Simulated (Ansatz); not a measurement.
# MoTe2 (Te2Mo-type): one cell, many starting occupations (series 2)

DFT+U has many self-consistent solutions. How far apart do the states of MoTe2 (Te2Mo-type) lie when only the starting occupations change? Cell and atoms stay fixed.

Method: DFT PBE+U (U_eff = 4 eV on Mo d), plane waves, PAW, in Ansatz 0.2.0.

4 further runs of the same task are left out: 4 that didn't finish.

## (1) The starting structure

Symmetry: P6_3/mmc, No. 194, hexagonal system. Conventional cell: a = 3.518 Å, b = 3.518 Å, c = 13.974 Å, α = 90.00°, β = 90.00°, γ = 120.00°. Around Te (site symmetry 3m) lie 3 Mo at 2.72 Å. Around Mo (site symmetry -6m2) lie 6 Te at 2.72 Å.

Coordinates:

```cif
data_structure
_symmetry_space_group_name_H-M 'P 1'
_symmetry_Int_Tables_number 1
_cell_length_a 3.5182
_cell_length_b 3.5182
_cell_length_c 13.9736
_cell_angle_alpha 90.000
_cell_angle_beta 90.000
_cell_angle_gamma 120.000
_cell_volume 149.79
loop_
_atom_site_label
_atom_site_type_symbol
_atom_site_fract_x
_atom_site_fract_y
_atom_site_fract_z
_atom_site_occupancy
Te1 Te 0.33333 0.66667 0.62100 1
Te2 Te 0.66667 0.33333 0.12100 1
Te3 Te 0.33333 0.66667 0.87900 1
Te4 Te 0.66667 0.33333 0.37900 1
Mo1 Mo 0.33333 0.66667 0.25000 1
Mo2 Mo 0.66667 0.33333 0.75000 1
```

Magnetic order typed: opposed in the cell.

The runs: random orbitals: single harmonics, second filling; random orbitals: fully mixed, first filling; random orbitals: drawn by pairs, second filling.

An earlier series on this cell reached its lowest free state from «random orbitals: single harmonics, first filling», perhaps among other starts (it ended without moments).

## (2) Random orbitals: single harmonics, second filling

Input file input.yaml:

```yaml
crystal:
  lattice:
    - [3.51819974, 0.0, 0.0]
    - [-1.75909987, 3.04685035, 0.0]
    - [0.0, 0.0, 13.97359995]
  atoms:
    - { symbol: Te, position: [0.3333333333, 0.6666666667, 0.621] }
    - { symbol: Te, position: [0.6666666667, 0.3333333333, 0.121] }
    - { symbol: Te, position: [0.3333333333, 0.6666666667, 0.879] }
    - { symbol: Te, position: [0.6666666667, 0.3333333333, 0.379] }
    - { symbol: Mo, position: [0.3333333333, 0.6666666667, 0.25], spin: 0.3 }
    - { symbol: Mo, position: [0.6666666667, 0.3333333333, 0.75], spin: -0.3 }
basis:
  ecutwfc: 420
  ecutrho_ratio: 4
kpoints:
  mp_grid: { grid: [6, 6, 2] }
hamiltonian:
  xc: pbe
  hubbard:
    sites:
      - { site: 4, l: d, u_eff: 4.0, starting_ns: [{ spin: up, occupation_matrix: s4up }, { spin: down, occupation_matrix: s4down }] }
      - { site: 5, l: d, u_eff: 4.0, starting_ns: [{ spin: up, occupation_matrix: s5up }, { spin: down, occupation_matrix: s5down }] }
    occupation_matrices:
      s4up:
        matrix:
          - [0.02, 0.0, 0.0, 0.0, 0.0]
          - [0.0, 0.02, 0.0, 0.0, 0.0]
          - [0.0, 0.0, 0.97, 0.0, 0.0]
          - [0.0, 0.0, 0.0, 0.02, 0.0]
          - [0.0, 0.0, 0.0, 0.0, 0.02]
      s4down:
        matrix:
          - [0.02, 0.0, 0.0, 0.0, 0.0]
          - [0.0, 0.02, 0.0, 0.0, 0.0]
          - [0.0, 0.0, 0.02, 0.0, 0.0]
          - [0.0, 0.0, 0.0, 0.97, 0.0]
          - [0.0, 0.0, 0.0, 0.0, 0.02]
      s5up:
        matrix:
          - [0.97, 0.0, 0.0, 0.0, 0.0]
          - [0.0, 0.02, 0.0, 0.0, 0.0]
          - [0.0, 0.0, 0.02, 0.0, 0.0]
          - [0.0, 0.0, 0.0, 0.02, 0.0]
          - [0.0, 0.0, 0.0, 0.0, 0.02]
      s5down:
        matrix:
          - [0.02, 0.0, 0.0, 0.0, 0.0]
          - [0.0, 0.97, 0.0, 0.0, 0.0]
          - [0.0, 0.0, 0.02, 0.0, 0.0]
          - [0.0, 0.0, 0.0, 0.02, 0.0]
          - [0.0, 0.0, 0.0, 0.0, 0.02]
    ns_hold: { iters: 12 }
scf:
  occupations: { method: gaussian, width: 0.05 }
  lower_state_search: "off"
  max_iter: 150
output:
  forces: true
  stress: true
  eigenvalues: true
  populations: true
  hubbard: { sites: [{ site: 4, l: d }, { site: 5, l: d }] }
magnetization:
  spin_polarized: true
```

The typed matrices put 0.97 on the chosen orbitals and 0.02 on the others, and are held for 12 cycles.

Run with:

```console
$ ansatz run input.yaml --threads 4 --pin off --max-ram 6144MiB --backend cpu --events-out ev --progress --plain --runs-dir out
```

Standard output (excerpt; [...] marks lines left out):

```text
Warning: crystal.symmetry: narrowed to the stabiliser of the occupation matrices — unitary ops 12 → 4, anti-unitary 12 → 0; lowered by the specified shells (site 4, l: d), (site 5, l: d); largest admitted image defect 8.9e-16, smallest excluded 7.1e-1 — at a splitting's scale: the group [...]
Warning: RAYON_NUM_THREADS=4 ignored (pool sized by the plan → 4); use --threads N
Te: projections on atomic orbitals take those of the free atom [Kr] 4d10 5s2 5p4, of charge +0.00 (hamiltonian.pseudopotentials.projection_atoms); the dataset's partial waves leave at most 7.8e-6 of an orbital's norm unspanned inside its sphere
Mo: projections on atomic orbitals take those of the free atom [Ar 3d10] 4s2 4p6 4d5 5s1, of charge +0.00 (hamiltonian.pseudopotentials.projection_atoms); the dataset's partial waves leave at most 6.0e-6 of an orbital's norm unspanned inside its sphere
[...]
Pseudopotentials: kind: paw
Pseudopotential: Te, paw, valence charge 16, recommended cutoff 420 eV (normal), Te.paw.azcp
Pseudopotential: Mo, paw, valence charge 14, recommended cutoff 420 eV (normal), Mo.paw.azcp
Functional definition: PBE
[...]
Crystal: 6 atoms, lattice volume = 149.789 Å³
Basis set: ecut = 420 eV, 2909 PW (Γ), exchange–correlation on 48×48×192 points (8 copies of the dense FFT grid, shifted against one another)
Bands: 56, of which v1, the nominal top of the filled ones, is band 46 counted from 1 (45 counted from 0)
Symmetry: 4 space group operations
k-points: 26 of 72 (time reversal used)
[...]
Starting moments: Σ|m| = 0.6 μB on 2 of 6 sites
[...]
SCF iter   1: F=—  HF=-37818.627168 eV  |F-HF|=—  |Δ(HF+E_count)|=         —  Δρ=3.86e-2 (↑3.86e-2 ↓3.81e-2)  dr2=1.32e1  dr2_m=2.40e-1  M=0.062 μB ∫|m|=1.371 μB  β_m=0.30  ethr=3.10e-3  ⟨swp⟩=7.2  Hψ=11203  notcnv=0  defer=1
[...]
WARN: the starting moments were not kept: the SCF closed with an absolute magnetisation of 4.5e-4 μB, where they sum to 0.6 μB in size (2 sites). That is at most 0.1 of that sum. Measured as dr2_m measures the in/out step, that magnetisation stands 3.4e-8 eV from none, at or under the [...]
WARN: hamiltonian.hubbard: on 4 of 4 specified blocks the occupation matrix of this SCF's result fails the test of the specified filling. At site 4 ↑ (sites count from 0 in the list of atoms of the cell that this SCF solves) the least filled combination of the orbitals specified full has [...]
  atom   4  Te    -0.00000000     0.00000309     0.10853356
  atom   5  Mo     0.00000000    -0.00000597     0.00000000
  atom   6  Mo    -0.00000000     0.00000410     0.00000000
[...]
--- Stress (GPa, compression-positive) ---
        2.275198       0.000000      -0.000000
        0.000000       2.275230      -0.000000
       -0.000000      -0.000000       2.736902
  P = ⅓ Tr σ = 2.4291 GPa (24.291 kbar)
--- Band table (eV; the first three rows and the last of 52) ---
[...]
Occupation matrices written to <dir>
--- Löwdin populations: 6 sites ---
  site symbol       q [e]    m [muB]
     0     Te     15.8534    -0.0000
     1     Te     15.8534     0.0000
     2     Te     15.8534    -0.0000
     3     Te     15.8534     0.0000
     4     Mo     14.1029    -0.0000
     5     Mo     14.1029     0.0000
  spilling = 0.004136 (of n_electrons = 92.000000)
--- Occupation matrices: 2 shells (run DFT+U table (all-electron-ortho-atomic); ε = 1.32e-2) ---
  Mo4 d_4D: site group D3h (-6m2)
  Mo4 d_4D up     Tr n = 2.7735  λ = 0.532 0.532 0.560 0.560 0.589  [2× xz 0.50 E''(1.00) | 2× xy 0.50 E'(1.00) | z2 1.00 A1'(1.00)]
  Mo4 d_4D dn     Tr n = 2.7735  λ = 0.532 0.532 0.560 0.560 0.589  [2× xz 0.50 E''(1.00) | 2× xy 0.50 E'(1.00) | z2 1.00 A1'(1.00)]
  specified occupation → Mo4 d_4D up: matrix, ‖Δ‖_F = 1.1666, Tr Δ = -1.7235, displaced = 1.2995, d_λ = 1.1194; orbital distance = 1.4142
  specified occupation → Mo4 d_4D dn: matrix, ‖Δ‖_F = 1.1438, Tr Δ = -1.7235, displaced = 1.2718, d_λ = 1.1194; orbital distance = 1.4142
  Mo5 d_4D: site group D3h (-6m2)
  Mo5 d_4D up     Tr n = 2.7735  λ = 0.532 0.532 0.560 0.560 0.589  [2× xz 0.50 E''(1.00) | 2× xy 0.50 E'(1.00) | z2 1.00 A1'(1.00)]
  Mo5 d_4D dn     Tr n = 2.7735  λ = 0.532 0.532 0.560 0.560 0.589  [2× xz 0.50 E''(1.00) | 2× xy 0.50 E'(1.00) | z2 1.00 A1'(1.00)]
  specified occupation → Mo5 d_4D up: matrix, ‖Δ‖_F = 1.1194, Tr Δ = -1.7235, displaced = 1.2427, d_λ = 1.1194; orbital distance = 0.0020
  specified occupation → Mo5 d_4D dn: matrix, ‖Δ‖_F = 1.1666, Tr Δ = -1.7235, displaced = 1.2995, d_λ = 1.1194; orbital distance = 1.4142
  Tr n, λ and their labels are of the run-group-symmetrised matrices; stabiliser: 48 of 48 elements of G0×{1,Θ} (closed), max defect 3.5e-4 at τ = 2.8e-3
```

It took 2 min on 4 threads of Arm Neoverse V2, shared host; peak memory 1.3 GiB.

It ends with a gap on the mesh of 0.89 eV, pressure 2.4 GPa, no moment over 0.05 μB in any sphere, largest force component 0.11 eV/Å, 4 symmetry operations imposed. The program reports that the typed filling wasn't kept.

The shells' filling, with natural orbitals sorted by occupation:

```csv
shell,channel,electrons,over 0.8,0.2 to 0.8,under 0.2
Mo 4d (atom 5),up,2.77,0,5,0
Mo 4d (atom 5),down,2.77,0,5,0
```

## (3) Random orbitals: fully mixed, first filling

input.yaml: that of step 2 with these lines changed.

```diff
@@ -10,4 +10,4 @@
     - { symbol: Te, position: [0.6666666667, 0.3333333333, 0.379] }
-    - { symbol: Mo, position: [0.3333333333, 0.6666666667, 0.25], spin: 0.3 }
-    - { symbol: Mo, position: [0.6666666667, 0.3333333333, 0.75], spin: -0.3 }
+    - { symbol: Mo, position: [0.3333333333, 0.6666666667, 0.25], spin: 2.0 }
+    - { symbol: Mo, position: [0.6666666667, 0.3333333333, 0.75], spin: -2.0 }
 basis:
@@ -26,7 +26,7 @@
         matrix:
-          - [0.02, 0.0, 0.0, 0.0, 0.0]
-          - [0.0, 0.02, 0.0, 0.0, 0.0]
-          - [0.0, 0.0, 0.97, 0.0, 0.0]
-          - [0.0, 0.0, 0.0, 0.02, 0.0]
-          - [0.0, 0.0, 0.0, 0.0, 0.02]
+          - [0.28585, -0.08307, 0.21877, 0.35478, -0.03536]
+          - [-0.08307, 0.61779, 0.35491, -0.25112, -0.12091]
+          - [0.21877, 0.35491, 0.51333, 0.18813, -0.12678]
+          - [0.35478, -0.25112, 0.18813, 0.52786, -0.01483]
+          - [-0.03536, -0.12091, -0.12678, -0.01483, 0.05516]
       s4down:
@@ -36,3 +36,3 @@
           - [0.0, 0.0, 0.02, 0.0, 0.0]
-          - [0.0, 0.0, 0.0, 0.97, 0.0]
+          - [0.0, 0.0, 0.0, 0.02, 0.0]
           - [0.0, 0.0, 0.0, 0.0, 0.02]
@@ -40,3 +40,3 @@
         matrix:
-          - [0.97, 0.0, 0.0, 0.0, 0.0]
+          - [0.02, 0.0, 0.0, 0.0, 0.0]
           - [0.0, 0.02, 0.0, 0.0, 0.0]
@@ -47,7 +47,7 @@
         matrix:
-          - [0.02, 0.0, 0.0, 0.0, 0.0]
-          - [0.0, 0.97, 0.0, 0.0, 0.0]
-          - [0.0, 0.0, 0.02, 0.0, 0.0]
-          - [0.0, 0.0, 0.0, 0.02, 0.0]
-          - [0.0, 0.0, 0.0, 0.0, 0.02]
+          - [0.13239, 0.15181, -0.13286, -0.09126, -0.21239]
+          - [0.15181, 0.60585, -0.42245, 0.1007, 0.04104]
+          - [-0.13286, -0.42245, 0.33211, -0.03504, 0.04182]
+          - [-0.09126, 0.1007, -0.03504, 0.22584, 0.36535]
+          - [-0.21239, 0.04104, 0.04182, 0.36535, 0.70381]
     ns_hold: { iters: 12 }
```

The typed matrices are held for 12 cycles.

Run with:

```console
$ ansatz run input.yaml --threads 4 --pin off --max-ram 6144MiB --backend cpu --events-out ev --progress --plain --runs-dir out
```

Standard output (excerpt; [...] marks lines left out):

```text
Warning: crystal.symmetry: narrowed to the stabiliser of the occupation matrices — unitary ops 12 → 1, anti-unitary 12 → 0; lowered by the specified shells (site 4, l: d), (site 5, l: d); largest admitted image defect 2.2e-16, smallest excluded 5.0e-1 — at a splitting's scale: the group [...]
Warning: RAYON_NUM_THREADS=4 ignored (pool sized by the plan → 4); use --threads N
Te: projections on atomic orbitals take those of the free atom [Kr] 4d10 5s2 5p4, of charge +0.00 (hamiltonian.pseudopotentials.projection_atoms); the dataset's partial waves leave at most 7.8e-6 of an orbital's norm unspanned inside its sphere
Mo: projections on atomic orbitals take those of the free atom [Ar 3d10] 4s2 4p6 4d5 5s1, of charge +0.00 (hamiltonian.pseudopotentials.projection_atoms); the dataset's partial waves leave at most 6.0e-6 of an orbital's norm unspanned inside its sphere
[...]
[... 4 set-up lines as earlier in the session ...]
[...]
Crystal: 6 atoms, lattice volume = 149.789 Å³
Basis set: ecut = 420 eV, 2909 PW (Γ), exchange–correlation on 48×48×192 points (8 copies of the dense FFT grid, shifted against one another)
[...]
WARN: the starting moments were not kept: the SCF closed with an absolute magnetisation of 4.8e-4 μB, where they sum to 4 μB in size (2 sites). That is at most 0.1 of that sum. Measured as dr2_m measures the in/out step, that magnetisation stands 3.6e-8 eV from none, at or under the [...]
WARN: hamiltonian.hubbard: on 4 of 4 specified blocks the occupation matrix of this SCF's result fails the test of the specified filling. At site 4 ↑ (sites count from 0 in the list of atoms of the cell that this SCF solves) the least filled combination of the orbitals specified full has [...]
     2     Te     15.8534    -0.0000
     3     Te     15.8534    -0.0000
     4     Mo     14.1029     0.0000
     5     Mo     14.1029     0.0000
  spilling = 0.004136 (of n_electrons = 92.000000)
--- Occupation matrices: 2 shells (run DFT+U table (all-electron-ortho-atomic); ε = 1.41e-3) ---
  Mo4 d_4D: site group D3h (-6m2)
  Mo4 d_4D up     Tr n = 2.7735  λ = 0.532 0.532 0.560 0.560 0.589  [2× xz 0.50 E''(1.00) | 2× xy 0.50 E'(1.00) | z2 1.00 A1'(1.00)]
  Mo4 d_4D dn     Tr n = 2.7735  λ = 0.532 0.532 0.560 0.560 0.589  [2× xz 0.50 E''(1.00) | 2× xy 0.50 E'(1.00) | z2 1.00 A1'(1.00)]
  specified occupation → Mo4 d_4D up: matrix, ‖Δ‖_F = 1.1090, Tr Δ = -0.7735, displaced = 1.2310, d_λ = 1.0628; orbital distance = 1.5394
  specified occupation → Mo4 d_4D dn: matrix, ‖Δ‖_F = 1.1966, Tr Δ = -2.6735, displaced = 1.3368, d_λ = 1.1966; orbital distance = 0.0000
  Mo5 d_4D: site group D3h (-6m2)
  Mo5 d_4D up     Tr n = 2.7735  λ = 0.532 0.532 0.560 0.560 0.589  [2× xz 0.50 E''(1.00) | 2× x2-y2 0.50 E'(1.00) | z2 1.00 A1'(1.00)]
  Mo5 d_4D dn     Tr n = 2.7735  λ = 0.532 0.532 0.560 0.560 0.589  [2× xz 0.50 E''(1.00) | 2× x2-y2 0.50 E'(1.00) | z2 1.00 A1'(1.00)]
  specified occupation → Mo5 d_4D up: matrix, ‖Δ‖_F = 1.1966, Tr Δ = -2.6735, displaced = 1.3368, d_λ = 1.1966; orbital distance = 0.0000
  specified occupation → Mo5 d_4D dn: matrix, ‖Δ‖_F = 1.1083, Tr Δ = -0.7735, displaced = 1.2299, d_λ = 1.0628; orbital distance = 1.5256
  Tr n, λ and their labels are of the run-group-symmetrised matrices; stabiliser: 36 of 48 elements of G0×{1,Θ} (not closed), max defect 2.9e-4 at τ = 3.0e-4
```

It took 93 s on 4 threads of Arm Neoverse V2, shared host; peak memory 0.89 GiB.

It ends with a gap on the mesh of 0.89 eV, pressure 2.4 GPa, no moment over 0.05 μB in any sphere, largest force component 0.11 eV/Å, 1 symmetry operation imposed. The program reports that the typed filling wasn't kept.

How the shells are filled (orbitals counted by the eigenvalues of the occupation matrices):

```csv
shell,channel,electrons,over 0.8,0.2 to 0.8,under 0.2
Mo 4d (atom 5),up,2.77,0,5,0
Mo 4d (atom 5),down,2.77,0,5,0
```

## (4) Random orbitals: drawn by pairs, second filling

Input file input.yaml:

```yaml
crystal:
  lattice:
    - [3.51819974, 0.0, 0.0]
    - [-1.75909987, 3.04685035, 0.0]
    - [0.0, 0.0, 13.97359995]
  atoms:
    - { symbol: Te, position: [0.3333333333, 0.6666666667, 0.621] }
    - { symbol: Te, position: [0.6666666667, 0.3333333333, 0.121] }
    - { symbol: Te, position: [0.3333333333, 0.6666666667, 0.879] }
    - { symbol: Te, position: [0.6666666667, 0.3333333333, 0.379] }
    - { symbol: Mo, position: [0.3333333333, 0.6666666667, 0.25], spin: 0.3 }
    - { symbol: Mo, position: [0.6666666667, 0.3333333333, 0.75], spin: -0.3 }
basis:
  ecutwfc: 420
  ecutrho_ratio: 4
kpoints:
  mp_grid: { grid: [6, 6, 2] }
hamiltonian:
  xc: pbe
  hubbard:
    sites:
      - { site: 4, l: d, u_eff: 4.0, starting_ns: [{ spin: up, occupation_matrix: s4up }, { spin: down, occupation_matrix: s4down }] }
      - { site: 5, l: d, u_eff: 4.0, starting_ns: [{ spin: up, occupation_matrix: s5up }, { spin: down, occupation_matrix: s5down }] }
    occupation_matrices:
      s4up:
        matrix:
          - [0.02, 0.0, 0.0, 0.0, 0.0]
          - [0.0, 0.97, 0.0, 0.0, 0.0]
          - [0.0, 0.0, 0.02, 0.0, 0.0]
          - [0.0, 0.0, 0.0, 0.02, 0.0]
          - [0.0, 0.0, 0.0, 0.0, 0.02]
      s4down:
        matrix:
          - [0.02, 0.0, 0.0, 0.0, 0.0]
          - [0.0, 0.02, 0.0, 0.0, 0.0]
          - [0.0, 0.0, 0.25587, 0.0, 0.41042]
          - [0.0, 0.0, 0.0, 0.02, 0.0]
          - [0.0, 0.0, 0.41042, 0.0, 0.73413]
      s5up:
        matrix:
          - [0.02, 0.0, 0.0, 0.0, 0.0]
          - [0.0, 0.02, 0.0, 0.0, 0.0]
          - [0.0, 0.0, 0.02, 0.0, 0.0]
          - [0.0, 0.0, 0.0, 0.97, 0.0]
          - [0.0, 0.0, 0.0, 0.0, 0.02]
      s5down:
        matrix:
          - [0.495, 0.0, 0.0, 0.0, 0.475]
          - [0.0, 0.02, 0.0, 0.0, 0.0]
          - [0.0, 0.0, 0.02, 0.0, 0.0]
          - [0.0, 0.0, 0.0, 0.02, 0.0]
          - [0.475, 0.0, 0.0, 0.0, 0.495]
    ns_hold: { iters: 12 }
scf:
  occupations: { method: gaussian, width: 0.05 }
  lower_state_search: "off"
  max_iter: 150
output:
  forces: true
  stress: true
  eigenvalues: true
  populations: true
  hubbard: { sites: [{ site: 4, l: d }, { site: 5, l: d }] }
magnetization:
  spin_polarized: true
```

The typed matrices put 0.97 on the chosen orbitals and 0.02 on the others, and are held for 12 cycles.

Run with:

```console
$ ansatz run input.yaml --threads 4 --pin off --max-ram 6144MiB --backend cpu --events-out ev --progress --plain --runs-dir out
```

Standard output (excerpt; [...] marks lines left out):

```text
Warning: crystal.symmetry: narrowed to the stabiliser of the occupation matrices — unitary ops 12 → 1, anti-unitary 12 → 0; lowered by the specified shells (site 4, l: d), (site 5, l: d); largest admitted image defect 4.4e-16, smallest excluded 7.1e-1 — at a splitting's scale: the group [...]
Warning: RAYON_NUM_THREADS=4 ignored (pool sized by the plan → 4); use --threads N
Te: projections on atomic orbitals take those of the free atom [Kr] 4d10 5s2 5p4, of charge +0.00 (hamiltonian.pseudopotentials.projection_atoms); the dataset's partial waves leave at most 7.8e-6 of an orbital's norm unspanned inside its sphere
Mo: projections on atomic orbitals take those of the free atom [Ar 3d10] 4s2 4p6 4d5 5s1, of charge +0.00 (hamiltonian.pseudopotentials.projection_atoms); the dataset's partial waves leave at most 6.0e-6 of an orbital's norm unspanned inside its sphere
[...]
[... 4 set-up lines as earlier in the session ...]
[...]
Crystal: 6 atoms, lattice volume = 149.789 Å³
Basis set: ecut = 420 eV, 2909 PW (Γ), exchange–correlation on 48×48×192 points (8 copies of the dense FFT grid, shifted against one another)
[...]
WARN: the starting moments were not kept: the SCF closed with an absolute magnetisation of 2.0e-4 μB, where they sum to 0.6 μB in size (2 sites). That is at most 0.1 of that sum. Measured as dr2_m measures the in/out step, that magnetisation stands 5.7e-9 eV from none, at or under the [...]
WARN: hamiltonian.hubbard: on 4 of 4 specified blocks the occupation matrix of this SCF's result fails the test of the specified filling. At site 4 ↑ (sites count from 0 in the list of atoms of the cell that this SCF solves) the least filled combination of the orbitals specified full has [...]
     2     Te     15.8534    -0.0000
     3     Te     15.8534     0.0000
     4     Mo     14.1029    -0.0000
     5     Mo     14.1029     0.0000
  spilling = 0.004136 (of n_electrons = 92.000000)
--- Occupation matrices: 2 shells (run DFT+U table (all-electron-ortho-atomic); ε = 1.56e-3) ---
  Mo4 d_4D: site group D3h (-6m2)
  Mo4 d_4D up     Tr n = 2.7735  λ = 0.532 0.532 0.560 0.560 0.589  [2× xz 0.50 E''(1.00) | 2× xy 0.50 E'(1.00) | z2 1.00 A1'(1.00)]
  Mo4 d_4D dn     Tr n = 2.7735  λ = 0.532 0.532 0.560 0.560 0.589  [2× xz 0.50 E''(1.00) | 2× xy 0.50 E'(1.00) | z2 1.00 A1'(1.00)]
  specified occupation → Mo4 d_4D up: matrix, ‖Δ‖_F = 1.1666, Tr Δ = -1.7235, displaced = 1.2995, d_λ = 1.1193; orbital distance = 1.4142
  specified occupation → Mo4 d_4D dn: matrix, ‖Δ‖_F = 1.1495, Tr Δ = -1.7235, displaced = 1.2788, d_λ = 1.1194; orbital distance = 1.4142
  Mo5 d_4D: site group D3h (-6m2)
  Mo5 d_4D up     Tr n = 2.7735  λ = 0.532 0.532 0.560 0.560 0.589  [2× xz 0.50 E''(1.00) | 2× x2-y2 0.50 E'(1.00) | z2 1.00 A1'(1.00)]
  Mo5 d_4D dn     Tr n = 2.7735  λ = 0.532 0.532 0.560 0.560 0.589  [2× xz 0.50 E''(1.00) | 2× x2-y2 0.50 E'(1.00) | z2 1.00 A1'(1.00)]
  specified occupation → Mo5 d_4D up: matrix, ‖Δ‖_F = 1.1439, Tr Δ = -1.7235, displaced = 1.2718, d_λ = 1.1194; orbital distance = 1.4142
  specified occupation → Mo5 d_4D dn: matrix, ‖Δ‖_F = 1.1317, Tr Δ = -1.7235, displaced = 1.2575, d_λ = 1.1194; orbital distance = 1.0004
  Tr n, λ and their labels are of the run-group-symmetrised matrices; stabiliser: 48 of 48 elements of G0×{1,Θ} (closed), max defect 1.6e-4 at τ = 3.3e-4
```

It took 81 s on 4 threads of Arm Neoverse V2, shared host; peak memory 0.87 GiB.

End state: a gap on the mesh of 0.89 eV, pressure 2.4 GPa, no moment over 0.05 μB in any sphere, largest force component 0.11 eV/Å, 1 symmetry operation imposed. The program reports that the typed filling wasn't kept.

How the shells are filled (orbitals counted by the eigenvalues of the occupation matrices):

```csv
shell,channel,electrons,over 0.8,0.2 to 0.8,under 0.2
Mo 4d (atom 5),up,2.77,0,5,0
Mo 4d (atom 5),down,2.77,0,5,0
```

## (5) The states in order of energy

Energies count from the lowest free state and have the smearing extrapolated to zero.

| start | energy (meV/atom) | gap (eV) | pressure (GPa) | largest moment (μB) | SCF cycles | time |
| --- | --- | --- | --- | --- | --- | --- |
| random orbitals: single harmonics, first filling (earlier series) | 0.0 | 0.89 | 2.4 | 0.00 | 81 | 3.2 min |
| random orbitals: drawn by pairs, second filling | 0.0 | 0.89 | 2.4 | 0.00 | 45 | 81 s |
| random orbitals: single harmonics, second filling | 0.0 | 0.89 | 2.4 | 0.00 | 52 | 2 min |
| random orbitals: fully mixed, first filling | 0.0 | 0.89 | 2.4 | 0.00 | 51 | 93 s |

The 4 free runs end within about 1 meV/atom of each other. The lowest state found need not be the ground state, and the geometry wasn't relaxed for any of them.
